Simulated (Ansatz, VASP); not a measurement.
# GaN: VASP beside Ansatz, part 2 of 2

One calculation is typed for both programs; each brings its own data sets. How far apart do they land? The cell is taken from a series of runs on this material, whose earlier steps may have relaxed, scaled, displaced or heated it; both programs get it as it stands.

VASP 6.6.1 and Ansatz 0.2.0.

So far: The structure; VASP: zone-centre phonons, LDA.

## (3) Ansatz: zone-centre phonons, LDA

Level of this step: Ansatz beside VASP: Kohn-Sham DFT, plane waves, LDA (Ansatz).

Ansatz runs on its PAW soft_1 files.

The same cell, functional (in two slightly different forms) and mesh now go to Ansatz, which takes its cutoff from its data sets.

input.yaml reads:

```yaml
crystal:
  lattice:
    - [0.0, 2.2498785361, 2.2028581677]
    - [2.2498785361, 0.0, 2.2028581677]
    - [2.2498785361, 2.2498785361, 0.0]
  atoms:
    - { symbol: "N", position: [0.25, 0.25, 0.25] }
    - { symbol: Ga, position: [0.0, 0.0, 0.0] }
kpoints:
  mp_grid: { grid: [12, 12, 12] }
hamiltonian:
  xc: lda
  pseudopotentials: { kind: paw, azcp: { folder: soft_1 }, xc_functional: pbe }
scf:
  occupations: { method: fixed }
output:
  eigenvalues: true
phonons:
  method: dfpt
  dielectric: true
  rigid_motions: translations
```

Command:

```bash
$ ansatz run input.yaml --threads 4 --pin off --max-ram 10240MiB --backend cpu --events-out ev --progress --plain --runs-dir out
```

Numbers of over 12 decimals in the logs are rounded to 6 here.

What it wrote:

```text
Engine: ansatz 0.2.0, x86_64-unknown-linux-gnu
Pseudopotentials: kind: paw
Pseudopotential: N, paw, valence charge 5, recommended cutoff 420 eV (normal), soft_1/N.paw.azcp
Pseudopotential: Ga, paw, valence charge 13, recommended cutoff 420 eV (normal), soft_1/Ga.paw.azcp
Functional definition: SPW92
  exchange = slater_x
  correlation = pw_c
Crystal: 2 atoms, lattice volume = 22.302 Å³
Basis set: ecut = 420 eV, 427 PW (Γ), exchange–correlation on 48×48×48 points (8 copies of the dense FFT grid, shifted against one another)
Bands: 13, of which v1, the nominal top of the filled ones, is band 9 counted from 1 (8 counted from 0)
Symmetry: 8 space group operations
k-points: 868 of 1728 (irreducible under 1 space group operation, time reversal used)
Non-local potential: N, projectors of the file, l = 0: 2, l = 1: 2, l = 2: 1
Non-local potential: Ga, projectors of the file, l = 0: 2, l = 1: 2, l = 2: 3, l = 3: 1
PAW form: soft (Blöchl's): semilocal exchange-correlation on the pseudo side does not see the compensation charge
PAW frozen core: N, regenerated for the run's functional, and the local potential with it (the file was generated under x = pbe(κ = 0.804, μ = 0.219515), c = pbe(β = 0.066725))
PAW frozen core: Ga, regenerated for the run's functional, and the local potential with it (the file was generated under x = pbe(κ = 0.804, μ = 0.219515), c = pbe(β = 0.066725))
PAW one-centre angular grid: N, 110 points (default); XC on 64 Gauss nodes
PAW one-centre angular grid: Ga, 590 points (default); XC on 64 Gauss nodes
Initial density: superposition of atomic densities (chi_scale 0.1, normalization cell, long waves kept (reshape's long-wave potential 0.00 eV rms))
Initial wavefunctions: pseudopotential atomic-orbital guess
Functional: x = slater, c = lda
SCF iter   1: F=—  HF=-4082.715322 eV  |F-HF|=—  |Δ(HF+E_count)|=         —  Δρ=1.06e-1  dr2=2.18e0  ethr=3.10e-3  ⟨swp⟩=4.0  Hψ=50094  notcnv=0  defer=1193
preconditioner: auto → none  [insulator: Δε(μ)=2.716 eV  Ē_g=19.249 eV  n_scr=8 (ndim 8)  ℏωp=33.4 eV  f_vac=0.000  ε∞_Penn≈4.0]
SCF iter   2: F=—  HF=-4082.212179 eV  |F-HF|=—  |Δ(HF+E_count)|=   5.03e-1  Δρ=5.85e-2  dr2=4.72e-1  ethr=3.10e-3  ⟨swp⟩=2.1  Hψ=26891  notcnv=0  defer=287
SCF iter   3: F=—  HF=-4082.095343 eV  |F-HF|=—  |Δ(HF+E_count)|=   1.17e-1  Δρ=1.89e-2  dr2=4.02e-2  ethr=2.62e-3  ⟨swp⟩=2.0  Hψ=15639  notcnv=0  defer=1734
SCF iter   4: F=—  HF=-4082.086963 eV  |F-HF|=—  |Δ(HF+E_count)|=   8.38e-3  Δρ=7.79e-3  dr2=5.82e-3  ethr=2.23e-4  ⟨swp⟩=2.0  Hψ=22172  notcnv=0  defer=1734
SCF iter   5: F=—  HF=-4082.084130 eV  |F-HF|=—  |Δ(HF+E_count)|=   2.83e-3  Δρ=9.11e-4  dr2=5.25e-5  ethr=3.23e-5  ⟨swp⟩=2.0  Hψ=20499  notcnv=0  defer=1736
SCF iter   6: F=—  HF=-4082.084114 eV  |F-HF|=—  |Δ(HF+E_count)|=   1.61e-5  Δρ=1.36e-4  dr2=1.98e-6  ethr=2.91e-7  ⟨swp⟩=2.0  Hψ=16637  notcnv=0  defer=270
SCF iter   7: F=—  HF=-4082.084113 eV  |F-HF|=—  |Δ(HF+E_count)|=   6.07e-7  Δρ=1.62e-5  dr2=2.83e-8  ethr=1.10e-8  ⟨swp⟩=2.8  Hψ=19148  notcnv=0
SCF iter   8: F=—  HF=-4082.084113 eV  |F-HF|=—  |Δ(HF+E_count)|=   5.32e-9  Δρ=1.00e-6  dr2=1.79e-10  ethr=1.57e-10  ⟨swp⟩=2.0  Hψ=13603  notcnv=0
SCF iter   9: F=-4082.084113 eV  HF=-4082.084113 eV  |F-HF|=1.82e-12  |Δ(HF+E_count)|=  2.82e-11  Δρ=1.07e-7  dr2=1.66e-12  ethr=1.00e-12  ⟨swp⟩=6.0  Hψ=59001  notcnv=0
SCF 1 converged in 9 iterations: F = -4082.084113 eV  dr2 = 1.66e-12
  greatest PAW one-centre occupation: 0.996 electrons in one spin orbital (limit 2), on the Ga atom at site 1 (counted from 0), in its partial waves of l = 2
NSCF: frozen V_eff on 3 k-points
DFPT response loops at Γ: preconditioner auto → none (the input reference at scf.mixing.eps_inf says where Resta's filter doesn't serve); β = 0.50; Broyden in place of MSR1
── the response to a field inside a basis, on 12×12×12 k-points: an SCF that follows is theirs, and a resumed run solves both again ──
Bands: 10, of which v1, the nominal top of the filled ones, is band 9 counted from 1 (8 counted from 0)
k-points: 468 of 1728 (irreducible under 2 space group operations, time reversal used)
Initial density: handed on by an earlier stage of this run
Initial wavefunctions: pseudopotential atomic-orbital guess (no wavefunctions were taken with the density)
Eigensolver: Dense (468 Hₖ)
SCF iter   1: F=—  HF=-4082.086409 eV  |F-HF|=—  |Δ(HF+E_count)|=         —  Δρ=4.99e-4  dr2=9.58e-6  ethr=1.00e-1
preconditioner: auto → none  [insulator: Δε(μ)=2.086 eV  Ē_g=15.356 eV  n_scr=8 (ndim 8)  ℏωp=33.4 eV  f_vac=0.000  ε∞_Penn≈5.7]
SCF iter   2: F=—  HF=-4082.086408 eV  |F-HF|=—  |Δ(HF+E_count)|=   1.16e-6  Δρ=2.73e-4  dr2=4.60e-6  ethr=5.32e-8
SCF iter   3: F=—  HF=-4082.086409 eV  |F-HF|=—  |Δ(HF+E_count)|=   1.12e-6  Δρ=1.12e-4  dr2=2.43e-6  ethr=2.55e-8
SCF iter   4: F=-4082.086408 eV  HF=-4082.086408 eV  |F-HF|=6.02e-9  |Δ(HF+E_count)|=   1.05e-6  Δρ=1.37e-5  dr2=1.59e-8  ethr=1.35e-8
SCF 1 converged in 4 iterations: F = -4082.086408 eV  dr2 = 1.59e-8
DFPT response loops at Γ: mixed as the last ones told, above
SCF converged after 9 iterations
Free energy (F): -4082.084113 eV
Harris-Foulkes:  -4082.084113 eV  (|F-HF|=1.82e-12)
Internal energy: -4082.084113 eV  (E = F + TS)
E sigma→0 (E₀):  -4082.084113 eV
Fermi energy:    9.732918 eV
--- Per-component energies (eV) ---
  E_band       = -6.957112
  E_kinetic    = 241.402600
  E_local      = -1396.926108  (includes V_loc(G=0)·N_el)
  E_nonlocal   = -51.834808
  E_hartree    = 885.737278
  E_xc         = -121.707354
  E_vxc        = -131.260814  (∫ρ·V_xc dr)
  E_paw        = -2039.266945  (= ΣΔE_a)
  E_vpaw       = -439.813228  (= ΣTr[D̂ρ^β])
  E_aug_tail   = 0.000672  (compensation charges beyond the density's cutoff)
  E_ewald      = -1601.297973
  E_core_change = 1.808525  (= ΣΔE_core)
  E_smearing   = -0.000000  (= −TS)
  E_closure    = -0.000000  (closes the sum)
  Σ components = -4082.084113   (vs F -4082.084113, Δ=0.00e0)
--- Band table (eV; the first three rows and the last of 868) ---
  k-point 0: bands = [... 5 lower, -3.6024, 9.6356, 9.6356, 9.7329, 11.5718, 19.9200, 19.9780, 19.9780]
  k-point 1: bands = [... 5 lower, -3.6039, 8.8531, 9.5532, 9.6267, 12.2020, 19.5783, 20.0788, 20.0898]
  k-point 2: bands = [... 5 lower, -3.6055, 7.3776, 9.3382, 9.4289, 13.1281, 18.8918, 20.2994, 20.3605]
  k-point 867: bands = [... 5 lower, -2.2108, 2.3825, 8.5763, 8.7353, 14.3694, 18.3969, 19.8530, 20.1892]
--- Phonons (Γ-DFPT): 4 representative perturbations + reference, on 868 of 1728 k-points (Σ response iterations 12) ---
  k mesh reduced under 1 symmetry operation, with k and −k counted as one. Each operation leaves every solved perturbation unchanged. A smaller set is not considered because the run solves the response to a homogeneous field
  ASR residual: 7.282e-5 → 0.000e0 eV/Å²; symmetrization residual: 2.150e-6 eV/Å²
  ASR residual per site (eV/Å²): 7.28e-5 1.22e-5
  Γ frequencies (cm⁻¹): 0.00 0.00 0.00 540.64 547.12 547.12
  ε∞ (high-frequency dielectric tensor):
        5.822328     0.000000     0.000000
        0.000000     5.822328     0.000000
        0.000000     0.000000     5.785206
  ε⁰ (static dielectric tensor: ions relaxed, cell fixed):
       10.261116    -0.000000    -0.000000
       -0.000000    10.261116     0.000000
       -0.000000     0.000000    10.198987
  ε⁰ − ε∞ (ionic part):
        4.438788    -0.000000    -0.000000
       -0.000000     4.438788     0.000000
       -0.000000     0.000000     4.413781
  softest optical mode at Γ: 540.64 cm⁻¹; the repairs (sum rule, projections) moved no ω² at Γ by more than (1.29 cm⁻¹)²
  Born effective charges Z* (e; rows j = field, columns β = displacement):
    site 0:
        -2.65027    0.00000    0.00000
         0.00000   -2.65027   -0.00000
         0.00000   -0.00000   -2.61148
    site 1:
         2.65027    0.00000   -0.00000
         0.00000    2.65027    0.00000
         0.00000    0.00000    2.61148
  Z* charge neutrality: 3.206e-4 e pre-enforcement
  solved inside a basis spanned on kpoints, on 12×12×12 k-points, its susceptibility summed on 16×16×16: ε∞ is read to err by 1.5e-2, Z* by 1.4e-2 e (field_mesh: kpoints solves on kpoints); Z* is corrected for what the basis lacks
  optical modes at Γ without the LO–TO term, one row a degenerate level:
      ω (cm⁻¹)  modes    IR ((D/Å)²/amu)
        540.64      1            13.4895
        547.12      2            27.7864
  optical modes at Γ + LO–TO along q̂ = [1.0000, 0.0000, 0.0000]:
      ω (cm⁻¹)  modes    IR ((D/Å)²/amu)
        540.64      1            13.4895
        547.12      1            13.8932
        726.32      1            13.8932
  optical modes at Γ + LO–TO along q̂ = [0.0000, 1.0000, 0.0000]:
      ω (cm⁻¹)  modes    IR ((D/Å)²/amu)
        540.64      1            13.4895
        547.12      1            13.8932
        726.32      1            13.8932
  optical modes at Γ + LO–TO along q̂ = [0.0000, 0.0000, 1.0000]:
      ω (cm⁻¹)  modes    IR ((D/Å)²/amu)
        547.12      2            27.7864
        717.83      1            13.4895
```

## (4) Differences

Known differences besides the potentials themselves: the two LDA forms differ slightly; fixed occupations in Ansatz, narrow Gaussian smearing in VASP; VASP's response is taken on the typed mesh, Ansatz refines its own for the field response alone; the cutoff is 420 eV in Ansatz and 600 eV in VASP; VASP's log shows a relativistic correction to its local exchange, Ansatz's none; VASP's log repeats an internal error in its field response. Total energies have different zeros and are not compared.

Compared:

```
                                     quantity  Ansatz   VASP  difference
                                        ε∞ xx    5.82   5.78     +0.69 %
                                        ε∞ yy    5.82   5.78     +0.69 %
                                        ε∞ zz    5.79   5.75     +0.56 %
 Born charge of N1 (mean of the diagonal) (e)   -2.64  -2.63       -0.01
Born charge of Ga2 (mean of the diagonal) (e)    2.64   2.63       +0.01
                        optical mode 1 (cm⁻¹)   540.6  545.6     -0.91 %
                   optical mode 2 to 3 (cm⁻¹)   547.1  552.3     -0.94 %
```

Modes are paired by rising frequency, not by their patterns, so a pair may set unlike modes beside each other; they are those without the splitting of longitudinal modes.

## (5) Results

```
r.m.s. difference of the optical zone-centre modes, each program's sorted by frequency (zone-centre phonons, LDA) : 5.1 cm⁻¹
difference in optical mode 2 to 3 (zone-centre phonons, LDA)                                                      : -0.9 %
```

What this shows: The r.m.s. difference of the optical zone-centre modes, each program's sorted by frequency is 5.1 cm⁻¹ (zone-centre phonons, LDA). Among the rows given in per cent, the largest difference of the zone-centre phonons, LDA pair is in optical mode 2 to 3, -0.9 %. Such differences can come from data sets, numerical settings and the points named under the comparisons, not from the functional's error against experiment.

[Lines on the potential files, build, host, timing and source positions are cut from VASP's logs without a mark.]

[Logs are printed without paths, hosts, clocks, repeated set-up lines and the standing remarks that a program may print on its own settings, such as how far it seeks lower states.]

[Hosts, paths, dates, database ids (printed as entryN), source tags and the programs' standing remarks are cut or masked in the printed files.]
